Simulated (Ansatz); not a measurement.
## O: input and output

input.yaml (Ansatz 0.2.0)

```yaml
crystal:
  lattice:
    - [0.0, 1.603655, 1.603655]
    - [1.603655, 0.0, 1.603655]
    - [1.603655, 1.603655, 0.0]
  atoms:
    - { symbol: O, position: [0.0, 0.0, 0.0] }
  symmetry: { tolerance: 0.0003 }
kpoints:
  mp_grid: { grid: [18, 18, 18], shift: [0, 0, 0] }
  band_path:
    path:
      - [0.0, 0.0, 0.0]
      - [0.5, 0.0, 0.5]
      - [0.625, 0.25, 0.625]
      - [0.375, 0.375, 0.75]
      - [0.0, 0.0, 0.0]
      - [0.5, 0.5, 0.5]
      - [0.5, 0.25, 0.75]
      - [0.5, 0.0, 0.5]
    npoints: 20
magnetization:
  spin_polarized: false
scf:
  occupations: { method: gaussian, width: 0.1795 }
  lower_state_search: "off"
  max_iter: 200
hamiltonian:
  pseudopotentials: { kind: paw }
  xc: r2scan
basis:
  ecutwfc: 500
  fft_grid_basis: typed
output:
  forces: true
  stress: true
  eigenvalues: true
  bader: true
  populations: true
  elf: true
  write_potential: true
  volumetric_format: npy
  dos:
    e_range: [-12, 8]
    de: 0.05
    projected: { site_lists: { O: [O] } }
checkpoint:
  read: saved_state
```

Run as

```sh
ansatz run input.yaml --threads 1 --pin off --max-ram 2560MiB --backend cpu --events-out ev --progress --plain --runs-dir out
```

The saved state is an earlier solution for the same cell, perhaps on another mesh. 

Output (shortened):

```
Pseudopotentials: kind: paw
Pseudopotential: O, paw, valence charge 6, recommended cutoff 500 eV (meta_gga), O.paw.azcp
Functional definition: r2SCAN
  exchange = r2scan_x(k0 = k0, k1 = k1, a1 = a1)
  correlation = r2scan_c
Crystal: 1 atoms, lattice volume = 8.248 Å³
Basis set: ecut = 500 eV, 181 PW (Γ), exchange–correlation on 72×72×72 points (64 copies of the dense FFT grid, shifted against one another)
Bands: 7, of which v1, the nominal top of the filled ones, is band 3 counted from 1 (2 counted from 0)
Symmetry: 48 space group operations
Space group: Fm-3m (ITA 225), of the structure as read, at distance tolerance 6.1e-4 Å
k-points: 195 of 5832
Initial density: read from a saved state, or passed on in memory by an earlier SCF of this step, an earlier step, the calling program or the single point that the run made first
Functional: x = r2scan, c = r2scan; τ floored in thin density (d = 2e-4 eV/Å³)
SCF iter   1: F=-562.9148 eV  Δρ=1.06e-3  dr2=8.78e-6  dr2_τ=1.67e-2
SCF iter   2: F=-562.9154 eV  Δρ=4.93e-4  dr2=5.67e-6  dr2_τ=9.18e-6
SCF iter   3: F=-562.9154 eV  Δρ=2.71e-4  dr2=1.22e-6  dr2_τ=2.03e-6
SCF iter   4: F=-562.9154 eV  Δρ=2.20e-5  dr2=1.35e-8  dr2_τ=2.87e-8
Free energy (F): -562.9154 eV
Harris-Foulkes:  -562.9154 eV  (|F-HF|=1.60e-7)
Internal energy: -562.8964 eV  (E = F + TS)
E sigma→0 (E₀):  -562.9059 eV
Entropy (-TS):   -0.0190 eV (-18.950 meV/atom)
Fermi energy:    3.9639 eV
--- Per-component energies (eV) ---
  E_band       = -22.8378
  E_kinetic    = 166.2579
  E_local      = -249.7515  (includes V_loc(G=0)·N_el)
  E_nonlocal   = 48.0804
  E_hartree    = 70.0418
  E_xc         = -70.0428
  E_vxc        = -101.3342  (∫ρ·V_xc dr)
  E_paw        = -156.9329  (= ΣΔE_a)
  E_vpaw       = -32.9604  (= ΣTr[D̂ρ^β])
  E_aug_tail   = 0.0009  (compensation charges beyond the density's cutoff)
  E_vtau       = 6.7872  (kinetic-family band-sum trace: ∫τ·v_τ [+ j·A + Jᵃ·Aᵃ] dr)
  E_ewald      = -370.5183
  E_core_change = -0.0319  (= ΣΔE_core)
  E_smearing   = -0.0190  (= −TS)
--- Stress (GPa, compression-positive) ---
       -9.2640       0.0000       0.0000
        0.0000      -9.2640       0.0000
        0.0000       0.0000      -9.2640
  P = ⅓ Tr σ = -9.2640 GPa (-92.640 kbar)
--- Löwdin populations: 1 site ---
  site symbol       q [e]
     0      O      5.9929
  spilling = 0.0012 (of n_electrons = 6.0000)
--- Bader charges: 1 site ---
  site symbol  charge [e]  shift [e]
     0      O      0.0000     0.0000
```

Total energies depend on the potentials used, so only differences within one code and one set of settings carry meaning.

Origin: a known structure type with other elements, at an estimated volume, so it need not be a known compound. Caveats: many states at the Fermi level without spin polarisation, so a magnetic state may lie lower; wide smearing.

Question: What did the run cost?

Answer: It took 3.8 s on 1 thread of Arm Neoverse V2, with other jobs on the host, peak memory 0.28 GiB, starting from a saved density.
